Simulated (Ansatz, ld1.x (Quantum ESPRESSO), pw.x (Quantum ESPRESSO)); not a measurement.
## ruthenium (Ru) (bcc): variants of one TM potential in the solid

```json
{"Element": "ruthenium", "Generator": "ld1.x (Quantum ESPRESSO) 7.5", "Type": "norm-conserving Troullier–Martins (Kleinman–Bylander form)", "Functional": "PBE", "Relativity": "scalar-relativistic", "Frozen core": "[Kr]", "Valence charge": "8", "Reference configuration": "4d6 5s0 5p0 (charge +2)", "Partial waves": "5s (bound, empty): rc 2.60 bohr; 5p (bound, empty): rc 2.85 bohr; 4d (bound): rc 1.25 bohr", "Local potential": "all-electron potential smoothed inside 2.60 bohr (lloc = -2)", "Core correction": "a·sin(br)/r model core inside 0.80 bohr"}
```

Crystal test: bcc Ru in pw.x 7.5, no spin, 15³ k-points, Fermi–Dirac smearing 0.01 Ry, cutoffs set for each file from its atomic test. The reference is all-electron LAPW (Ansatz 0.2.0) with the same functional, mesh and smearing; V0 and B0 come from Birch–Murnaghan fits to the pressures at five volumes. Errors are pseudo minus all-electron; Δ is the rms difference of the E(V) curves that follow from these fits, minima aligned, over ±6 % about the mean V0. Mesh and smearing are coarse, so the numbers serve the comparison and aren't converged zero-temperature values; the lattice is a test structure that the element need not adopt.

All-electron: a0 = 3.056 Å (V0 = 14.28 Å³/atom), B0 = 274.2 GPa.

Base: The largest radius (2.85 bohr) exceeds half the bond length (2.50 bohr), so the spheres overlap, which is one possible source of error among others. This is a poor potential for the solid.

A dash in a converged row means that the minimum lies outside the volumes sampled.

```tsv
change	cutoffs (Ry)	pw.x	a0 (Å)	a0 error (%)	B0 error (%)	Δ (meV/atom)	mean pressure error (GPa)
base	100/400	converged	3.080	+0.77	-0.6	20.1	+6.93
wave 5p (bound): rc 2.85 bohr becomes 5p (bound): rc 2.48 bohr	100/400	converged	3.079	+0.75	+0.1	19.7	+6.82
reference 4d7 5s0.75 5p0.25	100/400	converged	3.088	+1.02	-4.2	26.1	+8.91
local potential all-electron potential smoothed inside 1.82 bohr (lloc = -2)	100/400	converged; bound ghost	3.026	-0.99	+5.1	25.9	-8.25
wave 5s (bound): rc 2.60 bohr becomes 5s (bound): rc 2.36 bohr	100/400	converged	3.080	+0.77	-0.6	20.0	+6.91
```

Question: Give the row for: local potential all-electron potential smoothed inside 1.55 bohr (lloc = -1).

Answer: pw.x: converged; bound ghost; mean pressure error (GPa): -25.01.
